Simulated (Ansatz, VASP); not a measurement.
One calculation of SnSe, two programs

INCAR

```
PREC     = Accurate       # precision mode
ENCUT    = 600            # plane-wave cutoff, eV
EDIFF    = 1E-6           # SCF threshold, eV
ISMEAR   = -1             # smearing method
SIGMA    = 0.05           # smearing width, eV
LREAL    = F              # projectors in reciprocal space
LASPH    = T              # aspherical terms in the spheres
NELM     = 60             # most SCF steps
ALGO     = Normal         # electronic algorithm
ISIF     = 3              # what is computed and relaxed
LWAVE    = F              # write WAVECAR
LCHARG   = F              # write CHGCAR
IBRION   = 2              # ionic algorithm
NSW      = 80             # ionic steps
EDIFFG   = -0.005         # ionic threshold
```

KPOINTS

```
Automatic mesh
0
Gamma
  8 8 8
```

File POSCAR:

```
SnSe
1.0
    0.0000000000      3.0100000000      3.0100000000
    3.0100000000      0.0000000000      3.0100000000
    3.0100000000      3.0100000000      0.0000000000
Sn Se
1 1
Direct
    0.0000000000      0.0000000000      0.0000000000
    0.5000000000      0.5000000000      0.5000000000
```

The input input.yaml:

```yaml
crystal:
  lattice:
    - [0.0, 3.01, 3.01]
    - [3.01, 0.0, 3.01]
    - [3.01, 3.01, 0.0]
  atoms:
    - { symbol: Sn, position: [0.0, 0.0, 0.0] }
    - { symbol: Se, position: [0.5, 0.5, 0.5] }
kpoints:
  mp_grid: { grid: [8, 8, 8] }
scf:
  occupations: { method: fermi_dirac, width: 0.05 }
hamiltonian:
  xc: lda
  pseudopotentials: { kind: all_electron, lapw: { basis_error: 0.001 } }
output:
  forces: true
  stress: true
relax:
  f_tol: 0.005
  max_steps: 60
  cell: {}
```

Measurements of this composition are mostly on another form, of space group No. 62.

Alike in both runs: task relaxation of cell and atoms; functional LDA; k mesh 8 × 8 × 8; occupations fermi-dirac, width 0.05 eV; no spin polarisation.

|  | VASP | Ansatz |
| --- | --- | --- |
| version | VASP 6.6.1 | Ansatz 0.2.0 |
| potentials or method | VASP PAW LDA potentials, release 64 (Sn_d, Se) | all-electron LAPW, scalar-relativistic |
| plane-wave cutoff (eV) | 600 | see its input |

```tsv
	VASP	Ansatz	Ansatz less VASP
relaxed volume (Å³/atom)	25.63	25.59	-0.043
relaxed cell length with the largest relative difference (Å)	4.170	4.167	-0.0023
energy change over the relaxation (meV/atom)	-18	-19	-1.1
```

Ansatz ran all-electron here, so the differences hold the error of VASP's frozen core and of both bases.

 A k mesh can miss the band edges. LDA usually gives volumes a few per cent too small.
